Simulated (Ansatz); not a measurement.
**What a trial cell of AgBr3 relaxes into**

Computed with Ansatz, DFT PBE, scalar-relativistic, plane waves, PAW. Cutoff 420 eV, Γ-centred k mesh, Gaussian smearing, no spin polarisation in the final step.

AgBr3 was placed on the TiAl3 (D0_22) structure type (I4/mmm, No. 139), with Ag in place of Ti, Br in place of Al, at a guessed volume.

```yaml
crystal:
  lattice:
    - [-2.30178, 2.30178, 5.14163]
    - [2.30178, -2.30178, 5.14163]
    - [2.30178, 2.30178, -5.14163]
  atoms:
    - { symbol: Ag, position: [0.00000, 0.00000, 0.00000] }
    - { symbol: Br, position: [0.50000, 0.50000, 0.00000] }
    - { symbol: Br, position: [0.25000, 0.75000, 0.50000] }
    - { symbol: Br, position: [0.75000, 0.25000, 0.50000] }
```

Cell and atoms relax at zero pressure; the relaxation can't lower the symmetry of the start.

Formation energies are uncorrected and refer to the elements' standard structures at the same level.

Q: Which crystal results?

A: It keeps I4/mmm (No. 139), but not the shape of the type it started on. Conventional cell: a = 4.001 Å, c = 16.921 Å. Around Ag lie 4 Br at 2.83 Å; Br on Wyckoff site b (1 atom of the primitive cell) is coordinated by 4 Ag at 2.83 Å; Br on Wyckoff site d (2 atoms of the primitive cell) is coordinated by 4 Br at 2.83 Å.

Space group I4/mmm (No. 139). a = 4.001 Å, b = 4.001 Å, c = 16.921 Å, α = 90.00°, β = 90.00°, γ = 90.00°
| atom | site | symmetry | x | y | z |
| --- | --- | --- | --- | --- | --- |
| Ag | 2a | 4/mmm | 0.0000 | 0.0000 | 0.0000 |
| Br | 2b | 4/mmm | 0.5000 | 0.5000 | 0.0000 |
| Br | 4d | -4m2 | 0.5000 | 0.0000 | 0.2500 |

Q: What are its volume, energy, density and gap?

A: The volume per atom is 33.9 Å³ and the density is 4.3 g/cm³. The energy over the elements is -0.02 eV/atom. The gap on the 16×16×16 mesh is 0 eV (a metal).

The final run used a 16×16×16 mesh on its 4-atom cell and 0.10 eV smearing. For metals, differences of a few meV/atom aren't resolved. Weakly bound directions are ill-defined at this level, which has no dispersion term. Symmetry constrained the relaxation, so the result can be a saddle point.

Cost: 3 runs of about 19 core-minutes in all, on Arm Neoverse V1 (shared hosts).